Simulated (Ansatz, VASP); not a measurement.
Given: the input of a run of Ansatz 0.2.0 on BaTiO3. 

The input input.yaml:

```yaml
crystal:
  lattice:
    - [3.9998, 0.0, 0.0]
    - [0.0, 3.9998, 0.0]
    - [0.0, 0.0, 4.018]
  atoms:
    - { symbol: Ba, position: [0.0, 0.0, 0.0] }
    - { symbol: Ti, position: [0.5, 0.5, 0.49] }
    - { symbol: O, position: [0.0, 0.5, 0.517] }
    - { symbol: O, position: [0.5, 0.0, 0.517] }
    - { symbol: O, position: [0.5, 0.5, 0.019] }
hamiltonian:
  xc: pbe
  pseudopotentials: { kind: paw }
kpoints:
  mp_grid: { grid: [7, 7, 7] }
scf:
  occupations: { method: fermi_dirac, width: 0.05 }
output:
  forces: true
  stress: true
relax:
  f_tol: 0.01
  max_steps: 40
  cell: { stress_tol: 0.05 }
```

Potentials or basis: Ansatz PAW.

Command:

```bash
$ ansatz run input.yaml --threads 2 --pin off --max-ram 5632MiB --backend cpu --events-out ev --progress --plain --runs-dir out
```

Question: What does the same run look like in VASP 6.6.1? Potentials or basis there: PBE PAW files Ba_sv, O, Ti_sv, 600 eV.

Answer: As run (cutoffs and basis follow the program's own potentials, and thresholds, step limits or extra output files can differ):

Contents of INCAR:

```
SYSTEM = BaTiO3
ALGO = Normal ; EDIFF = 1E-6
EDIFFG = -0.01 ; ENCUT = 600
GGA = PE ; IBRION = 2
ISIF = 3 ; ISMEAR = -1
LASPH = .TRUE. ; LCHARG = .FALSE.
LREAL = .FALSE. ; LWAVE = .FALSE.
NELM = 100 ; NSW = 40
PREC = Accurate ; SIGMA = 0.05
```

KPOINTS

```
k-points
0
G
  7 7 7
  0 0 0
```

POSCAR

```
BaTiO3
1.0
    3.9998000000      0.0000000000      0.0000000000
    0.0000000000      3.9998000000      0.0000000000
    0.0000000000      0.0000000000      4.0180000000
Ba Ti O
1 1 3
Direct
    0.0000000000      0.0000000000      0.0000000000
    0.5000000000      0.5000000000      0.4900000000
    0.0000000000      0.5000000000      0.5170000000
    0.5000000000      0.0000000000      0.5170000000
    0.5000000000      0.5000000000      0.0190000000
```

Potentials or basis: VASP PAW PBE potentials, release 64 (Ba_sv, Ti_sv, O).

The run is started by

```sh
$ cat potpaw_PBE.64/Ba_sv/POTCAR potpaw_PBE.64/Ti_sv/POTCAR potpaw_PBE.64/O/POTCAR > POTCAR
$ mpirun -np 1 vasp_std > vasp.out
```

Both were run:

|  | Ansatz | VASP |
| --- | --- | --- |
| Relaxed volume | 13.34 Å³/atom | 13.49 Å³/atom |
| Relaxed cell | a = 3.986 Å, b = 3.986 Å, c = 4.198 Å, α = 90.00°, β = 90.00°, γ = 90.00° | a = 3.996 Å, b = 3.996 Å, c = 4.224 Å, α = 90.00°, β = 90.00°, γ = 90.00° |
| Space group after relaxing | P4mm (No. 99) | P4mm (No. 99) |
| Pressure after relaxing | 0.0 GPa | 0.0 GPa |

Ansatz's pressure holds a Pulay term of +0.53 GPa for its cutoff of 420 eV, which the other run lacks.

Where Ansatz's input types no cutoff or centring, it takes its own default and a Γ-centred mesh.

Pressure is positive in compression.
